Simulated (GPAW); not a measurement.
The system is TiC.

```
Ti C
1.0
     0.00000    2.16572    2.16572
     2.16572    0.00000    2.16572
     2.16572    2.16572    0.00000
Ti C
1 1
Direct
  0.00000 0.00000 0.00000
  0.50000 0.50000 0.50000
```

The cell is a database's computed one.

* Program: GPAW 26.7.0
* Task: relaxation of cell and atoms
* Functional: BLYP
* Dispersion: D3(BJ)
* Potentials or basis: PAW data sets generated in the run's folder for this functional
* Cutoff: 800 eV
* Basis: pw
* k mesh: 11 × 11 × 11
* Occupations: fermi-dirac, width 0.05 eV
* Spin: no spin polarisation

At the start: pressure -7.8 GPa; volume 10.16 Å³/atom.

Problem. Where does the relaxation end?

Solution. Over 10 steps the energy falls by 6.8 meV/atom and the volume is 9.85 Å³/atom (-3.1 %); space group Fm-3m (No. 225, to 0.05 Å).

The path:
```
step  energy change (eV)  largest force (eV/Å)  pressure (GPa)  volume (Å³)
   1              0.0000                0.0000           -7.83        20.32
   2             -0.0061                0.0000           -6.06        20.17
   3             -0.0125                0.0000           -2.81        19.90
   4             -0.0129                0.0000            1.33        19.59
   5             -0.0130                0.0000            1.25        19.60
   6             -0.0131                0.0000            1.09        19.61
   7             -0.0133                0.0000            0.86        19.62
   8             -0.0134                0.0000            0.58        19.64
   9             -0.0135                0.0000            0.27        19.67
  10             -0.0136                0.0000           -0.06        19.69
```

Final structure:
```yaml
crystal:
  lattice:
    - [0.00000, 2.14331, 2.14331]
    - [2.14331, 0.00000, 2.14331]
    - [2.14331, 2.14331, 0.00000]
  atoms:
    - { symbol: Ti, position: [0.00000, 0.00000, 0.00000] }
    - { symbol: C, position: [0.50000, 0.50000, 0.50000] }
```

Caveat: later steps reuse the first step's grids; pairwise dispersion overbinds metals, which lowers pressure and volume.
